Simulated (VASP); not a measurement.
# Hf (Im-3m) in VASP: single point with PBE

Aim: the single point of Hf with PBE.

Everything below comes from runs of VASP 6.6.1. Logs are shortened: lines on timing, memory, paths and dates and some standing lists are left out, and cuts for length are marked.

## Step 1: The undisturbed crystal

It takes space group Im-3m (No. 229, cubic). The conventional cell has a = 3.610 Å, b = 3.610 Å, c = 3.610 Å, α = 90.00°, β = 90.00°, γ = 90.00°. Around Hf (site symmetry m-3m) lie 8 Hf at 3.13 Å.

This isn't the form of Hf at room conditions, which is hcp.

## Step 2: Single point, PBE (xy shear strain of +1.5 %)

INCAR

```
SYSTEM = Hf
PREC = Accurate ; ENCUT = 520
EDIFF = 1E-6 ; ISMEAR = -1
SIGMA = 0.08 ; LREAL = .FALSE.
LASPH = .TRUE. ; NELM = 100
ALGO = Fast ; ISIF = 2
LWAVE = .FALSE. ; LCHARG = .FALSE.
GGA = PE ; NBANDS = 11
```

KPOINTS

```
regular mesh
0
G
  16 16 16
  0 0 0
```

POSCAR

```
Hf
1.0
   -1.7914625000      1.7914625000      1.8050000000
    1.7914625000     -1.7914625000      1.8050000000
    1.8185375000      1.8185375000     -1.8050000000
Hf
1
Direct
    0.0000000000      0.0000000000      0.0000000000
```

Potentials or basis: VASP PAW PBE potentials, release 64 (Hf_pv).

Run with:

```console
cat potpaw_PBE.64/Hf_pv/POTCAR > POTCAR
mpirun -np 1 vasp_std > vasp.out
```

OUTCAR:

```text
SYSTEM = Hf
   PREC = Accurate
   ENCUT = 520
   EDIFF = 1E-6
   ISMEAR = -1
   LREAL = .FALSE.
   LASPH = .TRUE.
   NELM = 100
   ISIF = 2
   GGA = PE

 ion  position               nearest neighbor table
   1  0.000  0.000  0.000-

  LATTYP: Found a face centered orthorhombic cell.
 ALAT       =     3.6100000000
 B/A-ratio  =     1.4036069607
 C/A-ratio  =     1.4248201641

  Lattice vectors:

 A1 = (   3.6100000000,   0.0270750000,   0.0000000000)
 A2 = (   1.8185375000,   1.8185375000,   1.8050000000)
 A3 = (   1.7914625000,  -1.7914625000,   1.8050000000)

Analysis of symmetry for initial positions (statically):
=====================================================================
 Subroutine PRICEL returns:
 Original cell was already a primitive cell.

 Routine SETGRP: Setting up the symmetry group for a
 face centered orthorhombic supercell.

 Subroutine GETGRP returns: Found  8 space group operations
 (whereof  8 operations were pure point group operations)
 out of a pool of  8 trial point group operations.

The static configuration has the point symmetry D_2h.

Analysis of symmetry for dynamics (positions and initial velocities):
=====================================================================
 Subroutine PRICEL returns:
 Original cell was already a primitive cell.

 Routine SETGRP: Setting up the symmetry group for a
 face centered orthorhombic supercell.

 Subroutine GETGRP returns: Found  8 space group operations
 (whereof  8 operations were pure point group operations)
 out of a pool of  8 trial point group operations.

The dynamic configuration has the point symmetry D_2h.

 Subroutine INISYM returns: Found  8 space group operations
 (whereof  8 operations are pure point group operations),
 and found     1 'primitive' translations

----------------------------------------------------------------------------------------

                                     Primitive cell

  volume of cell :      23.5216

  direct lattice vectors                    reciprocal lattice vectors
    -1.791462500  1.791462500  1.805000000    -0.002077679  0.277023893  0.277008310
     1.791462500 -1.791462500  1.805000000     0.277023893 -0.002077679  0.277008310
     1.818537500  1.818537500 -1.805000000     0.274946214  0.274946214  0.000000000

  length of vectors
     3.110739587  3.110739587  3.142002909     0.391765437  0.391765437  0.388832664

  position of ions in fractional coordinates (direct lattice)
     0.000000000  0.000000000  0.000000000

  ion indices of the primitive-cell ions
   primitive index   ion index
                 1           1

----------------------------------------------------------------------------------------

 KPOINTS: regular mesh

Automatic generation of k-mesh.
 Grid dimensions read from file:
 generate k-points for:   16   16   16

 Generating k-lattice:

  Cartesian coordinates                     Fractional coordinates (reciprocal lattice)
    -0.000129855  0.017313993  0.017313019     0.062500000  0.000000000  0.000000000
     0.017313993 -0.000129855  0.017313019     0.000000000  0.062500000  0.000000000
     0.017184138  0.017184138  0.000000000     0.000000000  0.000000000  0.062500000

  Length of vectors
     0.024485340  0.024485340  0.024302042

  Shift w.r.t. Gamma in fractional coordinates (k-lattice)
     0.000000000  0.000000000  0.000000000

 Subroutine IBZKPT returns following result:
 ===========================================

 Found    621 irreducible k-points:

 Following reciprocal coordinates:
            Coordinates               Weight
  0.000000  0.000000  0.000000      1.000000
  0.062500 -0.000000 -0.000000      8.000000
  0.125000 -0.000000 -0.000000      8.000000
  0.187500  0.000000  0.000000      8.000000
  0.250000 -0.000000 -0.000000      8.000000
  0.312500 -0.000000  0.000000      8.000000
[... 16 lines left out ...]
 -0.125000  0.062500  0.000000      8.000000
 -0.062500  0.062500  0.000000      2.000000
 [... further k-points ...]
   k-points           NKPTS =    621   k-points in BZ     NKDIM =    621   number of bands    NBANDS=     11
   number of dos      NEDOS =    301   number of ions     NIONS =      1
   total plane-waves  NPLWV =  13824
   dimension x,y,z NGX =    24 NGY =   24 NGZ =   24
   dimension x,y,z NGXF=    48 NGYF=   48 NGZF=   48
   ions per type =               1
   NGX,Y,Z   is equivalent  to a cutoff of  12.83, 12.83, 12.70 a.u.
   NGXF,Y,Z  is equivalent  to a cutoff of  25.65, 25.65, 25.40 a.u.
 SYSTEM =  Hf
   PREC   = accura    normal or accurate (medium, high low for compatibility)
   ISTART =      0    job   : 0-new  1-cont  2-samecut
   ICHARG =      2    charge: 1-file 2-atom 10-const
   ISPIN  =      1    spin polarized calculation?
   LNONCOLLINEAR =      F non collinear calculations
   LSORBIT =      F    spin-orbit coupling
   LASPH  =      T    aspherical Exc in radial PAW
   ENCUT  =  520.0 eV  38.22 Ry    6.18 a.u.   5.78  5.78  5.84*2*pi/ulx,y,z
   NELM   =    100;   NELMIN=  2; NELMDL= -5     # of ELM steps
   EDIFF  = 0.1E-05   stopping-criterion for ELM
   LREAL  =      F    real-space projection
   EDIFFG = 0.1E-04   stopping-criterion for IOM
   NSW    =      0    number of steps for IOM
   IBRION =     -1    ionic relax: 0-MD 1-quasi-New 2-CG
   NFREE  =      0    steps in history (QN), initial steepest desc. (CG)
   ISIF   =      2    stress and relaxation
   ISYM   =      2    0-nonsym 1-usesym 2-fastsym
   POTIM  = 0.5000    time-step for ionic-motion
   TEBEG  =    0.0;   TEEND  =   0.0 temperature during run
   PSTRESS=    0.0 pullay stress
   NELECT =      10.0000    total number of electrons
   NUPDOWN=      -1.0000    fix difference up-down
   EMIN   =  10.00;   EMAX   =-10.00  energy-range for DOS
   EFERMI =   0.00;   METHOD = LEGACY
   ISMEAR =    -1;   SIGMA  =   0.08  broadening in eV -4-tet -1-fermi 0-gaus
   EFERMI_NEDOS =   21; number of points for ismear=-14 and -15
   IALGO  =     68    algorithm
   IMIX   =      4    mixing-type and parameters
     AMIX     =   0.40;   BMIX     =  1.00
     AMIX_MAG =   1.60;   BMIX_MAG =  1.00
  volume/ion in A,a.u.               =      23.52       158.73
  Fermi-wavevector in a.u.,A,eV,Ry     =   1.230984  2.326223 20.617205  1.515322
  Thomas-Fermi vector in A             =   2.365811
   LORBIT       =      0    0 simple, 1 ext, 2 COOP (PROOUT), +10 PAW based schemes
   GGA     = PE    functional components
   LHFCALC =     F    Hartree Fock is set to
   AEXX    =    0.0000 exact exchange contribution
   IVDW    =     0    specifies the selected vdW correction
   LEPSILON=     F    determine dielectric tensor
   LRPA    =     F    only Hartree local field effects (RPA)
 non-spin polarized calculation
 RMM-DIIS sequential band-by-band and
  energy-cutoff  :      520.00
  volume of cell :       23.52
 maximum number of plane-waves:       656
   NGX = 11   NGY = 11   NGZ = 11

 number of electron      10.0000001 magnetization

 Free energy of the ion-electron system (eV)
  ---------------------------------------------------
  ext. energy  EPLUGINS =         0.00000000
  ---------------------------------------------------
  free energy    TOTEN  =        -9.74164508 eV

  energy without entropy =       -9.69757830  energy(sigma->0) =       -9.71961169

 E-fermi :   4.2448     XC(G=0): -11.0584

 val. band max:        4.2431128739   @ k =  -0.1250  -0.3125   0.0625
 cond. band min:       4.2460347016   @ k =  -0.3125   0.3750   0.0625
 fundamental gap:      0.0029218277
 Fermi energy:         4.2448380745

 k-point     1 :       0.0000    0.0000    0.0000
  band No.  band energies     occupation
      1     -25.7971      2.00000
      2     -25.7871      2.00000
      3     -25.7773      2.00000
      4      -2.6287      2.00000
      5       5.6268      0.00000
      6       5.7241      0.00000
      7       5.8331      0.00000
      8       8.3685      0.00000
      9       8.3746      0.00000
     10      17.1767      0.00000
     11      17.3311      0.00000

 k-point     2 :       0.0625   -0.0000   -0.0000
  band No.  band energies     occupation
      1     -25.8170      2.00000
      2     -25.7983      2.00000
      3     -25.7830      2.00000
      4      -2.4921      2.00000
      5       5.5828      0.00000
      6       5.7131      0.00000
      7       5.8896      0.00000
      8       8.2157      0.00000
      9       8.3715      0.00000
     10      17.3717      0.00000
     11      17.5518      0.00000

 k-point     3 :       0.1250   -0.0000   -0.0000
  band No.  band energies     occupation
      1     -25.8939      2.00000
      2     -25.8224      2.00000
      3     -25.7859      2.00000
      4      -2.0955      2.00000
      5       5.3586      0.00000
      6       5.5474      0.00000
      7       6.2622      0.00000
      8       7.9283      0.00000
      9       8.3777      0.00000
     10      17.6968      0.00000
     11      18.2772      0.00000

 k-point     4 :       0.1875    0.0000    0.0000
  band No.  band energies     occupation
      1     -26.0094      2.00000
      2     -25.8591      2.00000
      3     -25.7869      2.00000
      4      -1.4800      2.00000
      5       5.0186      0.00013
      6       5.2086      0.00001
      7       6.9023      0.00000
      8       7.7967      0.00000
      9       8.4171      0.00000
     10      17.8057      0.00000
     11      18.9697      0.00000

 k-point     5 :       0.2500   -0.0000   -0.0000
  band No.  band energies     occupation
      1     -26.1427      2.00000
      2     -25.9024      2.00000
      3     -25.7875      2.00000
      4      -0.7235      2.00000
      5       4.6511      0.01239
      6       4.7993      0.00195
      7       7.7671      0.00000
      8       7.8873      0.00000
      9       8.5135      0.00000
     10      17.2616      0.00000
     11      18.0394      0.00000
[... 211 lines left out ...]
 k-point    21 :      -0.2500    0.0625   -0.0000
  band No.  band energies     occupation
      1     -26.0896      2.00000
      2     -25.8778      2.00000
      3     -25.7987      2.00000
      4      -1.0150      2.00000
      5       4.8266      0.00139
      6       4.9401      0.00034
      7       7.4123      0.00000
      8       7.6712      0.00000
      9       8.5697      0.00000
     10      17.7236      0.00000
     11      18.6510      0.00000

 k-point    22 :      -0.1875    0.0625    0.0000
  band No.  band energies     occupation
      1     -25.9658      2.00000
      2     -25.8366      2.00000
      3     -25.7983      2.00000
      4      -1.7105      2.00000
      5       5.2012      0.00001
      6       5.3335      0.00000
      7       6.6415      0.00000
      8       7.6903      0.00000
      9       8.4586      0.00000
     10      17.9190      0.00000
     11      18.8104      0.00000

 k-point    23 :      -0.1250    0.0625    0.0000
  band No.  band energies     occupation
      1     -25.8658      2.00000
      2     -25.8074      2.00000
      3     -25.7980      2.00000
      4      -2.2206      2.00000
      5       5.5224      0.00000
      6       5.5937      0.00000
      7       6.0839      0.00000
      8       7.9397      0.00000
      9       8.3849      0.00000
     10      17.5548      0.00000
     11      18.1172      0.00000

 k-point    24 :      -0.0625    0.0625    0.0000
  band No.  band energies     occupation
      1     -25.8061      2.00000
      2     -25.7970      2.00000
      3     -25.7965      2.00000
      4      -2.4897      2.00000
      5       5.7008      0.00000
      6       5.7327      0.00000
      7       5.7635      0.00000
      8       8.1983      0.00000
      9       8.3618      0.00000
     10      17.3166      0.00000
     11      17.5518      0.00000

 [... further k-points ...]

------------------------ aborting loop because EDIFF is reached ----------------------------------------

  FORCE on cell =-STRESS in cart. coord.  units (eV):
  Direction    XX          YY          ZZ          XY          YZ          ZX
  --------------------------------------------------------------------------------------
  -------------------------------------------------------------------------------------
  Total       -0.7527881     -0.7527881     -0.7510529     -0.1047209      0.0000000      0.0000000
  in kB      -51.2762369    -51.2762369    -51.1580455     -7.1330753      0.0000000      0.0000000
  external PRESSURE =     -51.2368398 kB  Pullay stress =       0.0000000 kB

 VOLUME and BASIS-vectors are now :
 -----------------------------------------------------------------------------
  energy-cutoff  :      520.00
  volume of cell :       23.52
      direct lattice vectors                 reciprocal lattice vectors
    -1.791462500  1.791462500  1.805000000    -0.002077679  0.277023893  0.277008310
     1.791462500 -1.791462500  1.805000000     0.277023893 -0.002077679  0.277008310
     1.818537500  1.818537500 -1.805000000     0.274946214  0.274946214  0.000000000

 POSITION                                       TOTAL-FORCE (eV/Angst)
 -----------------------------------------------------------------------------------
      0.00000      0.00000      0.00000         0.000000     -0.000000     -0.000000
 -----------------------------------------------------------------------------------
    total drift:                                0.000000      0.000000     -0.000000

  FREE ENERGIE OF THE ION-ELECTRON SYSTEM (eV)
  ---------------------------------------------------
  free  energy   TOTEN  =        -9.7416450838 eV

  energy  without entropy=       -9.6975782956  energy(sigma->0) =       -9.71961169
```

Run time: 41 s. Hardware: 1 thread of Intel Xeon 6975P-C (Granite Rapids), shared host; peak memory 0.27 GiB.

Results:

```
Free energy            : -9.7416 eV
Pressure               : -5.1 GPa
Band gap on the k mesh : none (metal or under the smearing width)
```

Stress tensor (GPa, compression positive):
```
-5.13 -0.71  0.00
-0.71 -5.13  0.00
 0.00  0.00 -5.12
```
